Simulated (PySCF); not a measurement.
Telling isomers of C5H8O2 apart by NMR

How the numbers were obtained: shieldings: GIAO PBE0/pcSseg-1, structure optimised with PBE0-D3(BJ)/def2-SVP, couplings computed with B3LYP/pcJ-1 (spin–dipole term left out of most H,H and C,H couplings), in PySCF (relativity neglected, no solvent model, rapidly exchanging positions averaged, one computed conformer).

Chemical shifts δ = σref − σ; ¹H (σref 31.27) and ¹³C (σref 184.41) vs TMS, all at this level. Multiplet labels drop J under 1 Hz and among equivalent protons, and merge close values. Unscaled 3J(H,H) run several per cent high. Shifts are as computed. Against solution values, carbons near 30 ppm lie about +2 ppm off and those near 130 ppm about +5 ppm. Of 1211 compounds with measured shifts, 218 miss one by over three times the rms of a fit or turn the order of signals round; such compounds aren't used in these exercises.

(1) Tabulate the signals of `O=C1CCOCC1`, `C=C(C)C(=O)OC` and their relative energies.

(2) What is the quickest way to tell O=C1CCOCC1 from C=C(C)C(=O)OC?

## Answers

(1) 
```tsv
SMILES	carbon types	δC	δH	E rel. (kcal/mol)
O=C1CCOCC1	1×C 4×CH2	207.9, 69.8, 45.5	3.78 (m, 4H), 2.16 (m, 4H)	0.0
C=C(C)C(=O)OC	2×C 1×CH2 2×CH3	168.8, 143.8, 137.4, 48.7, 20.8	6.80 (dq, 1H), 5.84 (quint, 1H), 3.92 (s, 3H), 1.94 (t, 3H)	0.2
```

Energies are electronic energies at PBE0/pcSseg-1 on these geometries, without zero-point or thermal terms, each for the one conformer computed, which needn't be the lowest.

(2) Count the carbon signals: 3 against 5. The first has an sp3 CH2 bonded to O at 69.8 ppm, the second an α carbon of a C=C–C=O unit (C) at 143.8 ppm. Their most deshielded carbons lie at 207.9 and 168.8 ppm. In the proton spectra the most deshielded non-exchanging signals are 3.78 (m, 4H) and 6.80 (dq, J = 2.9, 1.7 Hz, 1H).
